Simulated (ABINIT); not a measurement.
Runs of ABINIT 10.8.3 (patched build) on FeO (Wuestite). The structure is cubic, space group Fm-3m (No. 225). Conventional cell: a = 4.311 Å, b = 4.311 Å, c = 4.311 Å, α = 90.00°, β = 90.00°, γ = 90.00°. Fe (site symmetry m-3m) has 6 O at 2.16 Å as nearest neighbours. Around O (site symmetry m-3m) lie 6 Fe at 2.16 Å. 

```csv
task,level,potentials or basis,U,cell,k mesh,cutoff (eV),double counting (usepawu),fine-grid cutoff,cell freedom (optcell),optimiser (ionmov),cutoff smearing ecutsm (Ha),mesh quality,gap on the mesh (eV),pressure (GPa),moment (μB)
single point,BLYP+U,"Ansatz PAW PBE default generated set, frozen core",Fe d U = 1 eV,as given,8 × 8 × 8,435,2,870.764 eV,-,-,-,not flagged,none,6.6,4.00
relaxation of cell and atoms,LDA,JTH PAW LDA v2.0,-,relaxed,8 × 8 × 8,707,-,1306.15 eV,2,2,0.5,not flagged,none,0.0,(b)
Hubbard U by linear response,LDA+U,JTH PAW LDA v2.0,Fe d U = 2 eV,cell relaxed at zero pressure by an earlier run,6 × 6 × 6,707,1,1306.15 eV,-,-,0.5,coarse,none,(a),4.00
Hubbard U by linear response,PBEsol+U,JTH PAW PBE v2.0,Fe d U = 0 eV,as given,6 × 6 × 6,599,1,1197.3 eV,-,-,-,coarse,none,-,4.01
single point,LDA,PseudoDojo NC SR LDA v0.4.1 standard,-,as given,8 × 8 × 8,1252,-,-,-,-,-,not flagged,none,-16.2,4.00
Hund's J by linear response,LDA+U,JTH PAW LDA v2.0,Fe d U = 0 eV,as given,6 × 6 × 6,599,1,1197.3 eV,-,-,-,coarse,none,-,4.00
optical spectrum,LDA,PseudoDojo NC SR LDA v0.4.1 standard,-,as given,"8 × 8 × 8, with 4 shifts",1252,-,-,-,-,-,not flagged,-,-16.3,4.00
```

Alike in all rows: spin collinear, ferromagnetic start; smearing fermi-dirac 0.05 eV.

Estimate the missing entries.

(a) 3.5; (b) 3.85.

Caveats: some runs use coarse meshes; a cell with one magnetic atom can't hold antiferromagnetic order, which such compounds often take; the shifted atom has its images in every cell, so this scalar value isn't converged in cell size and belongs to these projectors alone (some runs); the PAW data sets were made with another functional, which shifts forces and pressure a little (some runs); semilocal functionals often make such compounds metallic where correlation or magnetic order opens a gap, which also shifts bond lengths (some runs); so large a pressure means that the cell lies far from this level's equilibrium, or that cutoff or potentials fall short (some runs); the atomic spheres overlap (some runs); Libxc's GGAs can fail where the two spin gradients oppose each other (some runs).

A gap of «none» marks a metal or a gap under the smearing width.
